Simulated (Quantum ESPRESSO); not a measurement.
Set up this calculation in Quantum ESPRESSO 7.5, as the native input.

| Quantity | Value |
| --- | --- |
| Task | band structure |
| Functional | PBEsol |
| Potentials or basis | GBRV 1.5 PBEsol |
| Cutoff | 612 eV |
| Density cutoff | 4898 eV |
| k mesh | 9 × 9 × 5 |
| Occupations | fermi-dirac, width 0.05 eV |
| Spin | no spin polarisation |
| Mixing beta | 0.5 |
| Most SCF iterations | 120 |
| SCF threshold | 4e-10 Ry |

The system is Pb.

```xyz
2
Lattice="3.0386 -1.7503 0.0000 3.0386 1.7503 0.0000 -2.1155 0.0000 6.0952" Properties=species:S:1:pos:R:3 pbc="T T T"
Pb    3.9848    0.0000    4.4269
Pb   -0.0230    0.0000    1.6683
```

This isn't the form of Pb at room conditions, which is fcc.

These files were run (other wordings do the same):

pw.in

```
&CONTROL
  calculation = 'scf'
  prefix = 'pwscf'
  outdir = './tmp'
  pseudo_dir = './pseudo'
  tprnfor = .true.
  tstress = .true.
  disk_io = 'low'
/
&SYSTEM
  ibrav = 0
  celldm(1) = 8
  nat = 2
  ntyp = 1
  ecutwfc = 45
  ecutrho = 360
  nbnd = 21
  occupations = 'smearing'
  smearing = 'fd'
  degauss = 0.00367493
/
&ELECTRONS
  conv_thr = 4d-10
  electron_maxstep = 120
  mixing_beta = 0.5
/
ATOMIC_SPECIES
Pb   207.2000 pb_pbesol_v1.uspp.F.UPF
CELL_PARAMETERS alat
  0.7177668347421  -0.4134531693582   0.0000000000000
  0.7177668347421   0.4134531693582   0.0000000000000
 -0.4997056264692   0.0000000000000   1.4397882084243
ATOMIC_POSITIONS crystal
Pb     0.9085084100    0.9085084100    0.7262922000
Pb     0.0914915900    0.0914915900    0.2737078000
K_POINTS automatic
9 9 5 0 0 0
```

bands_first_try.in

```
&CONTROL
  calculation = 'bands'
  prefix = 'pwscf'
  outdir = './tmp'
  pseudo_dir = './pseudo'
  disk_io = 'low'
  verbosity = 'high'
/
&SYSTEM
  ibrav = 0
  celldm(1) = 8
  nat = 2
  ntyp = 1
  ecutwfc = 45
  ecutrho = 360
  nbnd = 21
  occupations = 'smearing'
  smearing = 'fd'
  degauss = 0.00367493
/
&ELECTRONS
  conv_thr = 1d-08
  electron_maxstep = 120
  mixing_beta = 0.5
  diago_full_acc = .true.
  startingwfc = 'random'
/
ATOMIC_SPECIES
Pb   207.2000 pb_pbesol_v1.uspp.F.UPF
CELL_PARAMETERS alat
  0.7177668347421  -0.4134531693582   0.0000000000000
  0.7177668347421   0.4134531693582   0.0000000000000
 -0.4997056264692   0.0000000000000   1.4397882084243
ATOMIC_POSITIONS crystal
Pb     0.9085084100    0.9085084100    0.7262922000
Pb     0.0914915900    0.0914915900    0.2737078000
K_POINTS crystal
60
 0.0000000000  0.0000000000  0.0000000000 1
-0.0714285714 -0.0714285714  0.0000000000 1
-0.1428571429 -0.1428571429  0.0000000000 1
-0.2142857143 -0.2142857143  0.0000000000 1
-0.2857142857 -0.2857142857  0.0000000000 1
-0.3571428571 -0.3571428571  0.0000000000 1
-0.4285714286 -0.4285714286  0.0000000000 1
-0.5000000000 -0.5000000000  0.0000000000 1
-0.5262824250 -0.5262824250  0.1702002292 1
-0.5131412125 -0.5131412125  0.3351001146 1
-0.5000000000 -0.5000000000  0.5000000000 1
-0.5464402486 -0.4535597514  0.5000000000 1
-0.5928804971 -0.4071195029  0.5000000000 1
-0.6393207457 -0.3606792543  0.5000000000 1
-0.6857609943 -0.3142390057  0.5000000000 1
-0.3142390057  0.3142390057  0.5000000000 1
-0.2693477192  0.2693477192  0.5000000000 1
-0.2244564327  0.2244564327  0.5000000000 1
-0.1795651461  0.1795651461  0.5000000000 1
-0.1346738596  0.1346738596  0.5000000000 1
-0.0897825731  0.0897825731  0.5000000000 1
-0.0448912865  0.0448912865  0.5000000000 1
 0.0000000000  0.0000000000  0.5000000000 1
-0.0676739393 -0.0676739393  0.5471142530 1
-0.1353478786 -0.1353478786  0.5942285060 1
-0.2030218179 -0.2030218179  0.6413427589 1
-0.2706957572 -0.2706957572  0.6884570119 1
-0.3383696965 -0.3383696965  0.7355712649 1
-0.4060436358 -0.4060436358  0.7826855179 1
-0.4737175750 -0.4737175750  0.8297997708 1
-0.5000000000 -0.5000000000  0.0000000000 1
-0.5523520260 -0.4476479740  0.0000000000 1
-0.6047040521 -0.3952959479  0.0000000000 1
-0.6570560781 -0.3429439219  0.0000000000 1
-0.3429439219  0.3429439219  0.0000000000 1
-0.3000759316  0.3000759316  0.0000000000 1
-0.2572079414  0.2572079414  0.0000000000 1
-0.2143399512  0.2143399512  0.0000000000 1
-0.1714719609  0.1714719609  0.0000000000 1
-0.1286039707  0.1286039707  0.0000000000 1
-0.0857359805  0.0857359805  0.0000000000 1
-0.0428679902  0.0428679902  0.0000000000 1
 0.0000000000  0.0000000000  0.0000000000 1
-0.0625000000  0.0000000000  0.0000000000 1
-0.1250000000  0.0000000000  0.0000000000 1
-0.1875000000  0.0000000000  0.0000000000 1
-0.2500000000  0.0000000000  0.0000000000 1
-0.3125000000  0.0000000000  0.0000000000 1
-0.3750000000  0.0000000000  0.0000000000 1
-0.4375000000  0.0000000000  0.0000000000 1
-0.5000000000  0.0000000000  0.0000000000 1
-0.5000000000  0.0000000000  0.5000000000 1
-0.4375000000  0.0000000000  0.4375000000 1
-0.3750000000  0.0000000000  0.3750000000 1
-0.3125000000  0.0000000000  0.3125000000 1
-0.2500000000  0.0000000000  0.2500000000 1
-0.1875000000  0.0000000000  0.1875000000 1
-0.1250000000  0.0000000000  0.1250000000 1
-0.0625000000  0.0000000000  0.0625000000 1
 0.0000000000  0.0000000000  0.0000000000 1
```

bands.in

```
&CONTROL
  calculation = 'bands'
  prefix = 'pwscf'
  outdir = './tmp'
  pseudo_dir = './pseudo'
  disk_io = 'low'
  verbosity = 'high'
/
&SYSTEM
  ibrav = 0
  celldm(1) = 8
  nat = 2
  ntyp = 1
  ecutwfc = 45
  ecutrho = 360
  nbnd = 21
  occupations = 'smearing'
  smearing = 'fd'
  degauss = 0.00367493
/
&ELECTRONS
  conv_thr = 1d-08
  electron_maxstep = 120
  mixing_beta = 0.5
  diago_full_acc = .true.
/
ATOMIC_SPECIES
Pb   207.2000 pb_pbesol_v1.uspp.F.UPF
CELL_PARAMETERS alat
  0.7177668347421  -0.4134531693582   0.0000000000000
  0.7177668347421   0.4134531693582   0.0000000000000
 -0.4997056264692   0.0000000000000   1.4397882084243
ATOMIC_POSITIONS crystal
Pb     0.9085084100    0.9085084100    0.7262922000
Pb     0.0914915900    0.0914915900    0.2737078000
K_POINTS crystal
60
 0.0000000000  0.0000000000  0.0000000000 1
-0.0714285714 -0.0714285714  0.0000000000 1
-0.1428571429 -0.1428571429  0.0000000000 1
-0.2142857143 -0.2142857143  0.0000000000 1
-0.2857142857 -0.2857142857  0.0000000000 1
-0.3571428571 -0.3571428571  0.0000000000 1
-0.4285714286 -0.4285714286  0.0000000000 1
-0.5000000000 -0.5000000000  0.0000000000 1
-0.5262824250 -0.5262824250  0.1702002292 1
-0.5131412125 -0.5131412125  0.3351001146 1
-0.5000000000 -0.5000000000  0.5000000000 1
-0.5464402486 -0.4535597514  0.5000000000 1
-0.5928804971 -0.4071195029  0.5000000000 1
-0.6393207457 -0.3606792543  0.5000000000 1
-0.6857609943 -0.3142390057  0.5000000000 1
-0.3142390057  0.3142390057  0.5000000000 1
-0.2693477192  0.2693477192  0.5000000000 1
-0.2244564327  0.2244564327  0.5000000000 1
-0.1795651461  0.1795651461  0.5000000000 1
-0.1346738596  0.1346738596  0.5000000000 1
-0.0897825731  0.0897825731  0.5000000000 1
-0.0448912865  0.0448912865  0.5000000000 1
 0.0000000000  0.0000000000  0.5000000000 1
-0.0676739393 -0.0676739393  0.5471142530 1
-0.1353478786 -0.1353478786  0.5942285060 1
-0.2030218179 -0.2030218179  0.6413427589 1
-0.2706957572 -0.2706957572  0.6884570119 1
-0.3383696965 -0.3383696965  0.7355712649 1
-0.4060436358 -0.4060436358  0.7826855179 1
-0.4737175750 -0.4737175750  0.8297997708 1
-0.5000000000 -0.5000000000  0.0000000000 1
-0.5523520260 -0.4476479740  0.0000000000 1
-0.6047040521 -0.3952959479  0.0000000000 1
-0.6570560781 -0.3429439219  0.0000000000 1
-0.3429439219  0.3429439219  0.0000000000 1
-0.3000759316  0.3000759316  0.0000000000 1
-0.2572079414  0.2572079414  0.0000000000 1
-0.2143399512  0.2143399512  0.0000000000 1
-0.1714719609  0.1714719609  0.0000000000 1
-0.1286039707  0.1286039707  0.0000000000 1
-0.0857359805  0.0857359805  0.0000000000 1
-0.0428679902  0.0428679902  0.0000000000 1
 0.0000000000  0.0000000000  0.0000000000 1
-0.0625000000  0.0000000000  0.0000000000 1
-0.1250000000  0.0000000000  0.0000000000 1
-0.1875000000  0.0000000000  0.0000000000 1
-0.2500000000  0.0000000000  0.0000000000 1
-0.3125000000  0.0000000000  0.0000000000 1
-0.3750000000  0.0000000000  0.0000000000 1
-0.4375000000  0.0000000000  0.0000000000 1
-0.5000000000  0.0000000000  0.0000000000 1
-0.5000000000  0.0000000000  0.5000000000 1
-0.4375000000  0.0000000000  0.4375000000 1
-0.3750000000  0.0000000000  0.3750000000 1
-0.3125000000  0.0000000000  0.3125000000 1
-0.2500000000  0.0000000000  0.2500000000 1
-0.1875000000  0.0000000000  0.1875000000 1
-0.1250000000  0.0000000000  0.1250000000 1
-0.0625000000  0.0000000000  0.0625000000 1
 0.0000000000  0.0000000000  0.0000000000 1
```

Potentials or basis: GBRV 1.5 PBEsol.

The run is started by

```sh
$ OMP_NUM_THREADS=1 mpirun -n 2 pw.x -nk 2 -in pw.in > pw.out
$ OMP_NUM_THREADS=1 mpirun -n 2 pw.x -nk 2 -in bands_first_try.in > bands_first_try.out
$ OMP_NUM_THREADS=1 mpirun -n 2 pw.x -nk 2 -in bands.in > bands.out
```

Results of the run:

```
Pressure               : -2.0 GPa
Largest force          : 0.141 eV/Å
Band gap on the k mesh : none (metal or under the smearing width)
```

Caveat: some levels on the path didn't converge; spin-orbit coupling is left out, which moves the levels of the heavy elements.

Run time: 100 s on 2 MPI ranks on Intel(R) Xeon(R) Platinum 8259CL CPU @ 2.50GHz (Skylake/Cascade Lake), with other jobs on the host, peak memory 0.38 GiB a rank.
